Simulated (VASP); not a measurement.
# Fe (Im-3m) in VASP: notebook

The runs below take Fe through relaxation of cell and atoms, vibrations by finite differences, with PBE.

Everything below comes from runs of VASP 6.6.1. Logs are shortened: lines on timing, memory, paths and dates and some standing lists are left out, and cuts for length are marked.

## Step 1: Starting point

It takes space group Im-3m (No. 229, cubic). Conventional cell: a = 2.886 Å, b = 2.886 Å, c = 2.886 Å, α = 90.00°, β = 90.00°, γ = 90.00°. Fe (site symmetry m-3m) is surrounded by 8 Fe at 2.50 Å.

## Step 2: Relaxation of cell and atoms, PBE, collinear spin, ferromagnetic start

The input, INCAR:

```
PREC = Accurate
ENCUT = 520
EDIFF = 1E-7
ISMEAR = 1
SIGMA = 0.2
LREAL = F
LASPH = T
NELM = 120
ALGO = Fast
ISIF = 3
LWAVE = F
LCHARG = F
ISPIN = 2
MAGMOM = 2.5
LORBIT = 11
LMAXMIX = 4
GGA = PE
IBRION = 2
NSW = 80
EDIFFG = -0.002
```

The input, KPOINTS:

```
regular mesh
0
Gamma
  20 20 20
```

The input, POSCAR:

```
Fe
1.0
   -1.4430000000      1.4430000000      1.4430000000
    1.4430000000     -1.4430000000      1.4430000000
    1.4430000000      1.4430000000     -1.4430000000
Fe
1
Direct
    0.0000000000      0.0000000000      0.0000000000
```

Potentials or basis: VASP PAW PBE potentials, release 64 (Fe).

Launch:

```console
cat potpaw_PBE.64/Fe/POTCAR > POTCAR
mpirun -np 1 vasp_std > vasp.out
```

OUTCAR:

```text
PREC = Accurate
   ENCUT = 520
   EDIFF = 1E-7
   ISMEAR = 1
   LREAL = F
   LASPH = T
   NELM = 120
   ISIF = 3
   ISPIN = 2
   LORBIT = 11
   GGA = PE
   IBRION = 2
   NSW = 80
   EDIFFG = -0.002

 ion  position               nearest neighbor table
   1  0.000  0.000  0.000-

  LATTYP: Found a body centered cubic cell.
 ALAT       =     2.8860000000

  Lattice vectors:

 A1 = (  -1.4430000000,   1.4430000000,   1.4430000000)
 A2 = (   1.4430000000,  -1.4430000000,   1.4430000000)
 A3 = (   1.4430000000,   1.4430000000,  -1.4430000000)

Analysis of symmetry for initial positions (statically):
=====================================================================
 Subroutine PRICEL returns:
 Original cell was already a primitive cell.

 Routine SETGRP: Setting up the symmetry group for a
 body centered cubic supercell.

 Subroutine GETGRP returns: Found 48 space group operations
 (whereof 48 operations were pure point group operations)
 out of a pool of 48 trial point group operations.

The static configuration has the point symmetry O_h .

Analysis of symmetry for dynamics (positions and initial velocities):
=====================================================================
 Subroutine PRICEL returns:
 Original cell was already a primitive cell.

 Routine SETGRP: Setting up the symmetry group for a
 body centered cubic supercell.

 Subroutine GETGRP returns: Found 48 space group operations
 (whereof 48 operations were pure point group operations)
 out of a pool of 48 trial point group operations.

The dynamic configuration has the point symmetry O_h .

Analysis of structural, dynamic, and magnetic symmetry:
=====================================================================
 Subroutine PRICEL returns:
 Original cell was already a primitive cell.

 Routine SETGRP: Setting up the symmetry group for a
 body centered cubic supercell.

 Subroutine GETGRP returns: Found 48 space group operations
 (whereof 48 operations were pure point group operations)
 out of a pool of 48 trial point group operations.

The overall configuration has the point symmetry O_h .

 Subroutine INISYM returns: Found 48 space group operations
 (whereof 48 operations are pure point group operations),
 and found     1 'primitive' translations

----------------------------------------------------------------------------------------

                                     Primitive cell

  volume of cell :      12.0187

  direct lattice vectors                    reciprocal lattice vectors
    -1.443000000  1.443000000  1.443000000     0.000000000  0.346500347  0.346500347
     1.443000000 -1.443000000  1.443000000     0.346500347  0.000000000  0.346500347
     1.443000000  1.443000000 -1.443000000     0.346500347  0.346500347  0.000000000

  length of vectors
     2.499349315  2.499349315  2.499349315     0.490025489  0.490025489  0.490025489

  position of ions in fractional coordinates (direct lattice)
     0.000000000  0.000000000  0.000000000

  ion indices of the primitive-cell ions
   primitive index   ion index
                 1           1

----------------------------------------------------------------------------------------

 KPOINTS: regular mesh

Automatic generation of k-mesh.
 Grid dimensions read from file:
 generate k-points for:   20   20   20

 Generating k-lattice:

  Cartesian coordinates                     Fractional coordinates (reciprocal lattice)
     0.000000000  0.017325017  0.017325017     0.050000000  0.000000000  0.000000000
     0.017325017  0.000000000  0.017325017     0.000000000  0.050000000  0.000000000
     0.017325017  0.017325017  0.000000000     0.000000000  0.000000000  0.050000000

  Length of vectors
     0.024501274  0.024501274  0.024501274

  Shift w.r.t. Gamma in fractional coordinates (k-lattice)
     0.000000000  0.000000000  0.000000000

 Subroutine IBZKPT returns following result:
 ===========================================

 Found    256 irreducible k-points:

 Following reciprocal coordinates:
            Coordinates               Weight
  0.000000  0.000000  0.000000      1.000000
  0.050000  0.000000  0.000000     12.000000
  0.100000  0.000000  0.000000     12.000000
  0.150000  0.000000  0.000000     12.000000
  0.200000  0.000000  0.000000     12.000000
  0.250000  0.000000  0.000000     12.000000
[... 16 lines left out ...]
  0.200000  0.100000  0.000000     48.000000
  0.250000  0.100000  0.000000     48.000000
 [... further k-points ...]
   k-points           NKPTS =    256   k-points in BZ     NKDIM =    256   number of bands    NBANDS=      9
   number of dos      NEDOS =    301   number of ions     NIONS =      1
   total plane-waves  NPLWV =   8000
   dimension x,y,z NGX =    20 NGY =   20 NGZ =   20
   dimension x,y,z NGXF=    40 NGYF=   40 NGZF=   40
   ions per type =               1
   NGX,Y,Z   is equivalent  to a cutoff of  13.30, 13.30, 13.30 a.u.
   NGXF,Y,Z  is equivalent  to a cutoff of  26.61, 26.61, 26.61 a.u.
 SYSTEM =  unknown system
   PREC   = accura    normal or accurate (medium, high low for compatibility)
   ISTART =      0    job   : 0-new  1-cont  2-samecut
   ICHARG =      2    charge: 1-file 2-atom 10-const
   ISPIN  =      2    spin polarized calculation?
   LNONCOLLINEAR =      F non collinear calculations
   LSORBIT =      F    spin-orbit coupling
   LASPH  =      T    aspherical Exc in radial PAW
   ENCUT  =  520.0 eV  38.22 Ry    6.18 a.u.   4.65  4.65  4.65*2*pi/ulx,y,z
   NELM   =    120;   NELMIN=  2; NELMDL= -5     # of ELM steps
   EDIFF  = 0.1E-06   stopping-criterion for ELM
   LREAL  =      F    real-space projection
   EDIFFG = -.2E-02   stopping-criterion for IOM
   NSW    =     80    number of steps for IOM
   IBRION =      2    ionic relax: 0-MD 1-quasi-New 2-CG
   NFREE  =      1    steps in history (QN), initial steepest desc. (CG)
   ISIF   =      3    stress and relaxation
   ISYM   =      2    0-nonsym 1-usesym 2-fastsym
   POTIM  = 0.5000    time-step for ionic-motion
   TEBEG  =    0.0;   TEEND  =   0.0 temperature during run
   PSTRESS=    0.0 pullay stress
   NELECT =       8.0000    total number of electrons
   NUPDOWN=      -1.0000    fix difference up-down
   EMIN   =  10.00;   EMAX   =-10.00  energy-range for DOS
   EFERMI =   0.00;   METHOD = LEGACY
   ISMEAR =     1;   SIGMA  =   0.20  broadening in eV -4-tet -1-fermi 0-gaus
   EFERMI_NEDOS =   21; number of points for ismear=-14 and -15
   IALGO  =     68    algorithm
   IMIX   =      4    mixing-type and parameters
     AMIX     =   0.40;   BMIX     =  1.00
     AMIX_MAG =   1.60;   BMIX_MAG =  1.00
  volume/ion in A,a.u.               =      12.02        81.11
  Fermi-wavevector in a.u.,A,eV,Ry     =   1.429394  2.701162 27.798962  2.043166
  Thomas-Fermi vector in A             =   2.549352
   LORBIT       =     11    0 simple, 1 ext, 2 COOP (PROOUT), +10 PAW based schemes
   GGA     = PE    functional components
   LHFCALC =     F    Hartree Fock is set to
   AEXX    =    0.0000 exact exchange contribution
   IVDW    =     0    specifies the selected vdW correction
   LEPSILON=     F    determine dielectric tensor
   LRPA    =     F    only Hartree local field effects (RPA)
 conjugate gradient relaxation of ions
 spin polarized calculation
 RMM-DIIS sequential band-by-band and
 Methfessel and Paxton  Order N= 1 SIGMA  =   0.20
  energy-cutoff  :      520.00
  volume of cell :       12.02
 maximum number of plane-waves:       336
   NGX =  9   NGY =  9   NGZ =  9

--------------------------------------- Ionic step        1  -------------------------------------------

 number of electron       7.9999995 magnetization       2.2788138

 Free energy of the ion-electron system (eV)
  ---------------------------------------------------
  ext. energy  EPLUGINS =         0.00000000
  ---------------------------------------------------
  free energy    TOTEN  =        -8.22216967 eV

  energy without entropy =       -8.22329453  energy(sigma->0) =       -8.22254462

------------------------ aborting loop because EDIFF is reached ----------------------------------------

  FORCE on cell =-STRESS in cart. coord.  units (eV):
  Direction    XX          YY          ZZ          XY          YZ          ZX
  --------------------------------------------------------------------------------------
  -------------------------------------------------------------------------------------
  Total       -0.7158323     -0.7158323     -0.7158323     -0.0000000      0.0000000      0.0000000
  in kB      -95.4251594    -95.4251594    -95.4251594     -0.0000000      0.0000000      0.0000000
  external PRESSURE =     -95.4251594 kB  Pullay stress =       0.0000000 kB
[... 230 lines left out ...]
  energy  without entropy=       -8.2423092628  energy(sigma->0) =       -8.24279996

--------------------------------------- Ionic step        8  -------------------------------------------

 number of electron       8.0000006 magnetization       2.1940026

 Free energy of the ion-electron system (eV)
  ---------------------------------------------------
  ext. energy  EPLUGINS =         0.00000000
  ---------------------------------------------------
  free energy    TOTEN  =        -8.24304536 eV

  energy without entropy =       -8.24230726  energy(sigma->0) =       -8.24279933

 E-fermi :   5.8232     XC(G=0): -13.1215

 val. band max:        5.8204814717   @ k =   0.5000   0.5000   0.4500
 cond. band min:       5.8260620378   @ k =  -0.4000   0.5000   0.2000
 fundamental gap:      0.0055805661
 Fermi energy:         5.8231514541

 spin component 1

 k-point     1 :       0.0000    0.0000    0.0000
  band No.  band energies     occupation
      1      -2.6059      1.00000
      2       3.5240      1.00000
      3       3.5240      1.00000
      4       3.5240      1.00000
      5       4.7357      1.00000
      6       4.7357      1.00000
      7      30.8618      0.00000
      8      30.8618      0.00000
      9      30.8618      0.00000
[... 265 lines left out ...]
 k-point    24 :       0.2500    0.1000    0.0000
  band No.  band energies     occupation
      1       0.5513      1.00000
      2       2.8071      1.00000
      3       3.2639      1.00000
      4       4.5680      1.00000
      5       4.9349      1.00000
      6       5.5414      1.03145
      7      19.5270      0.00000
      8      24.0105      0.00000
      9      27.4925      0.00000

 [... further k-points ...]

 spin component 2

 k-point     1 :       0.0000    0.0000    0.0000
  band No.  band energies     occupation
      1      -2.4379      1.00000
      2       5.4363      1.00983
      3       5.4365      1.00985
      4       5.4365      1.00986
      5       7.4927     -0.00000
      6       7.4929     -0.00000
      7      30.6103      0.00000
      8      30.6103      0.00000
      9      30.6103      0.00000
[... 304 lines left out ...]
  FREE ENERGIE OF THE ION-ELECTRON SYSTEM (eV)
  ---------------------------------------------------
  free  energy   TOTEN  =        -8.2430453612 eV

  energy  without entropy=       -8.2423072648  energy(sigma->0) =       -8.24279933

 reached required accuracy - stopping structural energy minimisation

 total charge

# of ion       s       p       d       tot
------------------------------------------
    1        0.488   0.542   6.240   7.269

 magnetization (x)

# of ion       s       p       d       tot
------------------------------------------
    1       -0.013  -0.056   2.260   2.191
```

Wall time 1.8 min (1 thread of Intel Xeon 6975P-C (Granite Rapids), shared host); peak memory 0.19 GiB.

What came out:

| Property | Result |
| --- | --- |
| Free energy | -8.2430 eV |
| Relaxed volume | 11.35 Å³/atom |
| Relaxed cell | a = 2.452 Å, b = 2.452 Å, c = 2.452 Å, α = 109.47°, β = 109.47°, γ = 109.47° |
| Space group after relaxing (to 0.05 Å) | Im-3m (No. 229) |
| Energy gained by relaxing | 20.9 meV/atom |
| Ionic steps | 8 |
| Pressure after relaxing | 0.0 GPa |
| Band gap on the k mesh | none (metal or under the smearing width) |
| Net moment | 2.19 μB per cell |
| Site moments | Fe +2.19 μB |
| Valence electrons inside the program's atomic spheres | Fe 7.27 |

The path:
```csv
step,energy change (eV),largest force (eV/Å),pressure (GPa),volume (Å³)
1,0.0000,0.0000,-9.54,12.02
2,-0.0052,0.0000,9.97,10.82
3,-0.0209,0.0000,-0.04,11.35
4,-0.0209,0.0000,0.23,11.34
5,-0.0209,0.0000,-0.15,11.36
6,-0.0209,0.0000,0.04,11.35
7,-0.0209,0.0000,-0.03,11.35
8,-0.0209,0.0000,0.02,11.35
```

Final structure:
```yaml
crystal:
  lattice:
    - [-1.41579, 1.41579, 1.41579]
    - [1.41579, -1.41579, 1.41579]
    - [1.41579, 1.41579, -1.41579]
  atoms:
    - { symbol: Fe, position: [0.00000, 0.00000, 0.00000] }
```

[end of part 1 of 2]
